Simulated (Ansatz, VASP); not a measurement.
# La in VASP and in Ansatz

File INCAR:

```
PREC = Accurate
ENCUT = 520
EDIFF = 1E-7
ISMEAR = -1
SIGMA = 0.08
LREAL = False
LASPH = True
NELM = 80
ALGO = Normal
ISIF = 2
LWAVE = False
LCHARG = True
GGA = CA
LELF = True
LVHAR = True
NBANDS = 12
```

File KPOINTS:

```
regular mesh
0
Gamma
  15 15 15
```

The input POSCAR:

```
La
1.0
   -1.7524889621      1.7524889621      1.7524889621
    1.7524889621     -1.7524889621      1.7524889621
    1.7524889621      1.7524889621     -1.7524889621
La
1
Direct
    0.0000000000      0.0000000000      0.0000000000
```

Input for Ansatz:

```yaml
crystal:
  lattice:
    - [-1.7524889621, 1.7524889621, 1.7524889621]
    - [1.7524889621, -1.7524889621, 1.7524889621]
    - [1.7524889621, 1.7524889621, -1.7524889621]
  atoms:
    - { symbol: La, position: [0.0, 0.0, 0.0] }
kpoints:
  mp_grid: { grid: [15, 15, 15] }
scf:
  occupations: { method: fermi_dirac, width: 0.08 }
hamiltonian:
  xc: lda
  pseudopotentials: { kind: all_electron, lapw: { basis_error: 0.001 } }
output:
  forces: true
  stress: true
  eigenvalues: true
  populations: true
```

Change from the starting cell: volume scaled by 0.65, LAPW.

Alike in both runs: task single point; functional LDA; k mesh 15 × 15 × 15; occupations fermi-dirac, width 0.08 eV; no spin polarisation.

|  | VASP | Ansatz |
| --- | --- | --- |
| version | VASP 6.6.1 | Ansatz 0.2.0 |
| potentials or method | VASP PAW LDA potentials, release 64 (La) | all-electron LAPW, scalar-relativistic |
| plane-wave cutoff (eV) | 520 | see its input |

|  | VASP | Ansatz | Ansatz less VASP |
| --- | --- | --- | --- |
| pressure (GPa) | 25.5 | 25.8 | +0.36 |

Ansatz ran all-electron here, so the differences hold the error of VASP's frozen core and of both bases.

Caveats: so large a pressure means that the cell lies far from this level's equilibrium, or that cutoff or potentials fall short (VASP). Spin-orbit coupling is left out, which matters for the levels of La.
